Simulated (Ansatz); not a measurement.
`OCC(O)CF` + `[OH][SnH3]` → `FC[O][SnH3]` + `OCCO`  (substitution at a C–C bond)

Gas-phase electronic energies from Ansatz, PBE0-D4/def2-TZVP geometries. CCSD(T)/CBS adds triple-zeta CCSD(T) − MP2 to the extrapolated MP2 energy (def2 sets, frozen cores). This one scheme is used for every species. DFT in def2-TZVPP. B3LYP here is the variant with VWN-RPA as its local correlation; programs differ in this. Elements past krypton have def2 core potentials. For Sn outer-core shells are correlated without core-valence functions, which leaves a few kJ/mol of doubt a bond. Each species was taken in one conformer, which may not be the lowest.

```json
{"level": "PBE0-D4", "ΔE (kcal/mol)": "3.7"}
{"level": "B3LYP-D4", "ΔE (kcal/mol)": "2.7"}
{"level": "PBE", "ΔE (kcal/mol)": "2.6"}
{"level": "PBE0", "ΔE (kcal/mol)": "3.5"}
{"level": "CCSD(T)/def2-TZVPP", "ΔE (kcal/mol)": "4.2"}
{"level": "HF/CBS(def2)", "ΔE (kcal/mol)": "2.3"}
{"level": "MP2/CBS(def2)", "ΔE (kcal/mol)": "5.7"}
{"level": "CCSD/CBS(def2)", "ΔE (kcal/mol)": "4.9"}
```

**Question.** What does CCSD(T)/CBS give? (An estimate is asked.)

**Answer.** Ansatz gave: +4.9 kcal/mol. The listed levels differ from it by -1.2, -2.2, -2.3, -1.4, -0.7, -2.6, 0.8, 0.0 kcal/mol.

Largest T1 diagnostic among the species: 0.014.

In def2-TZVPP, CCSD(T) changes the Hartree–Fock value by +2.0 kcal/mol (the triples alone add −0.0 kcal/mol) and MP2 by +2.8 kcal/mol. From PBE to PBE0 (25 % exact exchange), in def2-TZVPP and without D4, ΔE moves by +0.9 kcal/mol.

CCSD(T)/CBS has its own doubt, a few kJ/mol and more with outer-core shells, so smaller differences from it don't rank the levels.
